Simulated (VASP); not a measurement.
# C (Fd-3m) in VASP: Born charges and dielectric tensor with RPBE

Aim: the Born charges and dielectric tensor of C with RPBE.

All numbers are computed with VASP 6.6.1; they aren't measurements. Logs are shortened: lines on timing, memory, paths and dates and some standing lists are left out, and cuts for length are marked.

### Step 1. The structure

The structure is cubic, space group Fd-3m (No. 227). Conventional cell: a = 3.588 Å, b = 3.588 Å, c = 3.588 Å, α = 90.00°, β = 90.00°, γ = 90.00°. C (site symmetry -43m) has 4 C at 1.55 Å as nearest neighbours.

This isn't the form of C at room conditions, which is graphite.

### Step 2. Born charges and dielectric tensor, RPBE

INCAR reads:

```
SYSTEM = C
PREC = Accurate
ENCUT = 600
EDIFF = 1E-8
ISMEAR = 0
SIGMA = 0.02
LREAL = .FALSE.
LASPH = .TRUE.
NELM = 100
ALGO = Normal
ISIF = 2
LWAVE = .FALSE.
LCHARG = .FALSE.
GGA = RP
LEPSILON = .TRUE.
IBRION = 8
NSW = 1
```

KPOINTS reads:

```
regular mesh
0
G
  12 12 12
  0 0 0
```

POSCAR reads:

```
C
1.0
    0.0000000000      1.7940800000      1.7940800000
    1.7940800000      0.0000000000      1.7940800000
    1.7940800000      1.7940800000      0.0000000000
C
2
Direct
    0.5000000000      0.5000000000      0.5000000000
    0.7500000000      0.7500000000      0.7500000000
```

Potentials or basis: VASP PAW PBE potentials, release 64 (C).

Command:

```bash
$ cat potpaw_PBE.64/C/POTCAR > POTCAR
$ mpirun -np 1 vasp_std > vasp.out
```

OUTCAR:

```text
SYSTEM = C
   PREC = Accurate
   ENCUT = 600
   EDIFF = 1E-8
   ISMEAR = 0
   LREAL = .FALSE.
   LASPH = .TRUE.
   NELM = 100
   ISIF = 2
   GGA = RP
   LEPSILON = .TRUE.
   IBRION = 8
   NSW = 1

 ion  position               nearest neighbor table
   1  0.500  0.500  0.500-   2 1.55   2 1.55   2 1.55   2 1.55
   2  0.750  0.750  0.750-   1 1.55   1 1.55   1 1.55   1 1.55

  LATTYP: Found a face centered cubic cell.
 ALAT       =     3.5881600000

  Lattice vectors:

 A1 = (   0.0000000000,   1.7940800000,   1.7940800000)
 A2 = (   1.7940800000,   0.0000000000,   1.7940800000)
 A3 = (   1.7940800000,   1.7940800000,   0.0000000000)

Analysis of symmetry for initial positions (statically):
=====================================================================
 Subroutine PRICEL returns:
 Original cell was already a primitive cell.

 Routine SETGRP: Setting up the symmetry group for a
 face centered cubic supercell.

 Subroutine GETGRP returns: Found 48 space group operations
 (whereof 24 operations were pure point group operations)
 out of a pool of 48 trial point group operations.

The static configuration has the point symmetry T_d .
 The point group associated with its full space group is O_h .

Analysis of symmetry for dynamics (positions and initial velocities):
=====================================================================
 Subroutine PRICEL returns:
 Original cell was already a primitive cell.

 Routine SETGRP: Setting up the symmetry group for a
 face centered cubic supercell.

 Subroutine GETGRP returns: Found 48 space group operations
 (whereof 24 operations were pure point group operations)
 out of a pool of 48 trial point group operations.

The dynamic configuration has the point symmetry T_d .
 The point group associated with its full space group is O_h .

 Subroutine INISYM returns: Found 48 space group operations
 (whereof 24 operations are pure point group operations),
 and found     1 'primitive' translations

----------------------------------------------------------------------------------------

                                     Primitive cell

  volume of cell :      11.5493

  direct lattice vectors                    reciprocal lattice vectors
     0.000000000  1.794080000  1.794080000    -0.278694373  0.278694373  0.278694373
     1.794080000  0.000000000  1.794080000     0.278694373 -0.278694373  0.278694373
     1.794080000  1.794080000  0.000000000     0.278694373  0.278694373 -0.278694373

  length of vectors
     2.537212268  2.537212268  2.537212268     0.482712813  0.482712813  0.482712813

  position of ions in fractional coordinates (direct lattice)
     0.500000000  0.500000000  0.500000000
     0.750000000  0.750000000  0.750000000

  ion indices of the primitive-cell ions
   primitive index   ion index
                 1           1
                 2           2

----------------------------------------------------------------------------------------

 KPOINTS: regular mesh

Automatic generation of k-mesh.
 Grid dimensions read from file:
 generate k-points for:   12   12   12

 Generating k-lattice:

  Cartesian coordinates                     Fractional coordinates (reciprocal lattice)
[... 408 lines left out ...]
          -0.000000     5.987397    -0.000000
           0.000000    -0.000000     5.987397
 ------------------------------------------------------

 Free energy of the ion-electron system (eV)
  ---------------------------------------------------
  ---------------------------------------------------
  free energy    TOTEN  =        -0.17027336 eV

  energy without entropy =       -0.17027336

------------------------ aborting loop because EDIFF is reached ----------------------------------------

--------------------------------------- Ionic step        2  -------------------------------------------

------------------------ aborting loop because EDIFF is reached ----------------------------------------

--------------------------------------- Ionic step        3  -------------------------------------------

------------------------ aborting loop because EDIFF is reached ----------------------------------------

 PIEZOELECTRIC TENSOR FIELD DIRECTION 3  (e Angst)
 -----------------------------------------------------------------------------
    -0.00010 -0.00000  0.00000           ( -0.00000  0.00000  0.00000)
    -0.00000 -0.00010  0.00000           (  0.00000 -0.00000  0.00000)
     0.00000  0.00000 -0.00028           (  0.00000  0.00000 -0.00001)

 PIEZOELECTRIC TENSOR FIELD DIRECTION 3  (C/m^2)
 -----------------------------------------------------------------------------
    -0.00014 -0.00000  0.00000
    -0.00000 -0.00014  0.00000
     0.00000  0.00000 -0.00038

--------------------------------------- Ionic step        4  -------------------------------------------

 Free energy of the ion-electron system (eV)
  ---------------------------------------------------
  ---------------------------------------------------
  free energy    TOTEN  =        -0.11019271 eV

  energy without entropy =       -0.11019271

------------------------ aborting loop because EDIFF is reached ----------------------------------------

 INTERNAL STRAIN TENSOR  FOR ION    1  DIRECTION 1   (eV/Angst):
 -----------------------------------------------------------------------------
     0.00502  0.00000  0.00000
     0.00000 -0.00201  2.37767
     0.00000  2.37767 -0.00201

 MACROSCOPIC STATIC DIELECTRIC TENSOR (including local field effects in DFT)
 ------------------------------------------------------
           5.908543     0.000000    -0.000000
          -0.000000     5.908543     0.000000
           0.000000    -0.000000     5.908543
 ------------------------------------------------------

 PIEZOELECTRIC TENSOR (including local field effects)  for field in x, y, z        (e  Angst)
          XX          YY          ZZ          XY          YZ          ZX
  --------------------------------------------------------------------------------
  x    -0.00000    -0.00000    -0.00000     0.00000     0.00000     0.00000
  y    -0.00000     0.00000    -0.00000     0.00000     0.00000     0.00000
  z     0.00000     0.00000     0.00000     0.00000     0.00000     0.00000

 PIEZOELECTRIC TENSOR (including local field effects)  for field in x, y, z        (C/m^2)
          XX          YY          ZZ          XY          YZ          ZX
  --------------------------------------------------------------------------------
  x    -0.00000    -0.00000    -0.00000     0.00000     0.00000     0.00000
  y    -0.00000     0.00000    -0.00000     0.00000     0.00000     0.00000
  z     0.00000     0.00000     0.00000     0.00000     0.00000     0.00000

 BORN EFFECTIVE CHARGES (including local field effects) (in |e|, cummulative output)
 ---------------------------------------------------------------------------------
 ion    1
    1     0.00000     0.00000     0.00000
    2     0.00000     0.00000     0.00000
    3     0.00000     0.00000     0.00000
 ion    2
    1    -0.00000     0.00000     0.00000
    2    -0.00000    -0.00000    -0.00000
    3     0.00000     0.00000    -0.00000

 INTERNAL STRAIN TENSOR FOR ION    2 for displacements in x,y,z  (eV/Angst):
          X           Y           Z          XY          YZ          ZX
  --------------------------------------------------------------------------------
  x    -0.00000    -0.00000    -0.00000     0.00000    -2.37767     0.00000
  y     0.00000    -0.00000     0.00000     0.00000     0.00000    -2.37767
  z    -0.00000    -0.00000    -0.00000    -2.37767     0.00000     0.00000

 SECOND DERIVATIVES (NOT SYMMETRIZED)
 ------------------------------------
               1X          1Y          1Z          2X          2Y          2Z
  1X   -36.294805    0.000000    0.000000   36.294805    0.000000    0.000000
  1Y     0.000000  -36.294805    0.000000    0.000000   36.294805    0.000000
  1Z     0.000000    0.000000  -36.294805    0.000000    0.000000   36.294805
  2X    36.294805    0.000000    0.000000  -36.294805    0.000000    0.000000
  2Y     0.000000   36.294805    0.000000    0.000000  -36.294805    0.000000
  2Z     0.000000    0.000000   36.294805    0.000000    0.000000  -36.294805

 Eigenvectors and eigenvalues of the dynamical matrix
 ----------------------------------------------------

   1 f  =   38.432477 THz   241.478373 2PiTHz 1281.969432 cm-1   158.943881 meV
             X         Y         Z           dx          dy          dz
      1.794080  1.794080  1.794080     0.000000   -0.707107    0.000000
      2.691120  2.691120  2.691120     0.000000    0.707107    0.000000
[... 21 lines left out ...]
   6 f  =    0.000000 THz     0.000000 2PiTHz    0.000000 cm-1     0.000000 meV
             X         Y         Z           dx          dy          dz
      1.794080  1.794080  1.794080     0.000000    0.000000    0.707107
      2.691120  2.691120  2.691120     0.000000    0.000000    0.707107

--------------------------------------------------------------------------------------------------------

 MACROSCOPIC STATIC DIELECTRIC TENSOR IONIC CONTRIBUTION
 ------------------------------------------------------
           0.000000     0.000000     0.000000
           0.000000     0.000000     0.000000
           0.000000     0.000000     0.000000
 ------------------------------------------------------

 ELASTIC MODULI CONTR FROM IONIC RELAXATION (kBar)
 Direction    XX          YY          ZZ          XY          YZ          ZX
 --------------------------------------------------------------------------------
 XX          -0.0000     -0.0000     -0.0000     -0.0000     -0.0000      0.0000
 YY          -0.0000     -0.0000     -0.0000     -0.0000     -0.0000     -0.0000
 ZZ          -0.0000     -0.0000     -0.0000     -0.0000     -0.0000      0.0000
 XY          -0.0000     -0.0000     -0.0000    -21.6079      0.0000      0.0000
 YZ          -0.0000     -0.0000     -0.0000      0.0000    -21.6079      0.0000
 ZX           0.0000     -0.0000      0.0000      0.0000      0.0000    -21.6079
 --------------------------------------------------------------------------------

 PIEZOELECTRIC TENSOR IONIC CONTR  for field in x, y, z        (C/m^2)
          XX          YY          ZZ          XY          YZ          ZX
  --------------------------------------------------------------------------------
  x     0.00000     0.00000     0.00000     0.00000     0.00000     0.00000
  y    -0.00000     0.00000    -0.00000     0.00000     0.00000     0.00000
  z     0.00000     0.00000     0.00000     0.00000     0.00000     0.00000
```

It took 66 s on 1 thread of Intel Xeon Platinum 8559C (Emerald Rapids), shared host; peak memory 0.2 GiB.

What came out:

```yaml
Band_gap_on_the_k_mesh: 4.11 eV, indirect (least direct gap 5.54 eV)
Electronic_dielectric_tensor_diagonal: 5.91
Born_charges_mean_of_the_diagonal: C +0.00 e
Highest_phonon_frequency_at_Γ: 1282 cm⁻¹
```

Phonon frequencies in cm⁻¹ (negative: imaginary):
```
              q point           frequencies
(0.000, 0.000, 0.000)  0 0 0 1282 1282 1282
```

Electronic dielectric tensor:
```
5.91 0.00 0.00
0.00 5.91 0.00
0.00 0.00 5.91
```

Born effective charge tensors (e):
atom 1, C
```
0.00 0.00 0.00
0.00 0.00 0.00
0.00 0.00 0.00
```
atom 2, C
```
0.00 0.00 0.00
0.00 0.00 0.00
0.00 0.00 0.00
```

 A hybrid or GW would open this gap; RPBE tends to underestimate it.
